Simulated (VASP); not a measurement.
Input of a VASP 6.6.1 run:

INCAR

```
SYSTEM = Pd
PREC = Accurate
ENCUT = 520
EDIFF = 1E-6
ISMEAR = 0
SIGMA = 0.1
LREAL = .FALSE.
LASPH = .TRUE.
NELM = 60
ALGO = Fast
ISIF = 2
LWAVE = .FALSE.
LCHARG = .FALSE.
LDIPOL = .TRUE.
IDIPOL = 3
DIPOL = 0.5 0.5 0.500
GGA = PS
NBANDS = 39
```

The input KPOINTS:

```
regular mesh
0
G
  15 15 1
  0 0 0
```

Contents of POSCAR:

```
Pd
1.0
    2.7400216570      0.0000000000      0.0000000000
   -1.3700108285      2.3729283619      0.0000000000
    0.0000000000      0.0000000000     26.1860915730
Pd
6
Direct
    0.6666666667      0.3333333333      0.2864977233
    0.3333333333      0.6666666667      0.3722888172
    0.0000000000      0.0000000000      0.4573921586
    0.6666666667      0.3333333333      0.5426077817
    0.3333333333      0.6666666667      0.6277111961
    0.0000000000      0.0000000000      0.7135023231
```

Potentials or basis: VASP PAW PBE potentials, release 64 (Pd).

Run with:

```console
$ cat potpaw_PBE.64/Pd/POTCAR > POTCAR
$ mpirun -np 1 vasp_std > vasp.out
```

Estimate the largest force.

0.015 eV/Å.

Estimate the band gap on the k mesh.

none (metal or under the smearing width).

Forces on the atoms (eV/Å):
```
Pd   0.000  0.000  0.015
Pd   0.000  0.000 -0.003
Pd   0.000  0.000 -0.001
Pd   0.000  0.000  0.001
Pd   0.000  0.000  0.003
Pd   0.000  0.000 -0.015
```

Caveat: the PAW data sets were made with another functional, which shifts forces and pressure a little.
